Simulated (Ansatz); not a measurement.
The elements of this relaxed trial crystal are hidden behind letters.

```
lattice vectors (Å)
   4.0198    0.0000    0.0000
   0.0000    4.0198    0.0000
   0.0000    0.0000    4.0468
fractional positions
X 0.5000 0.5000 0.4944
Z 0.0000 0.0000 0.9860
Q 0.5000 0.0000 0.0059
Q 0.0000 0.5000 0.0059
Q 0.0000 0.0000 0.5078
```

All numbers below come from Ansatz, DFT PBE, scalar-relativistic, plane waves, PAW. The final run on the 5-atom cell used 420 eV, a Γ-centred 8×8×8 mesh, 0.02 eV smearing and no spin polarisation.

* Space group: P4mm (No. 99)
* Conventional cell: a = 4.020 Å, c = 4.047 Å
* Volume per atom: 13.08 Å³
* Density: 6.81 g/cm³
* Formation energy: −2.658 eV/atom
* Gap on the 8×8×8 mesh of the 5-atom cell: 2.17 eV

Energies are uncorrected and count from the elements' standard states at the same level.

Task: X is an s-block element of period 4, Z is a d-block element of period 6 and Q is a p-block element of period 2. Which elements are they?

Result: X = K, Z = Ta, Q = O, so the formula is KTaO3, here in the tetragonal perovskite type. Density times volume gives a mean mass of 6.81 × 13.08/1.6605 = 53.6 u per atom, and this set has 53.6 u. K is surrounded by 12 O at 2.82–2.89 Å and 8 Ta at 3.47–3.51 Å; around Ta lie 6 O at 1.94–2.11 Å and 8 K at 3.47–3.51 Å; O on a site of symmetry 2mm is surrounded by 2 Ta at 2.01 Å, 4 K at 2.82–2.89 Å and 8 O at 2.84–2.86 Å; 1 more site not described. Other sets within the hints have nearly the same mass, so mass alone doesn't settle it; this one was computed.

Spin–orbit coupling, which can matter for Ta, is left out. Kohn–Sham gaps at this level usually fall short of measured ones. A structure relaxed within its symmetry needn't be a true minimum.
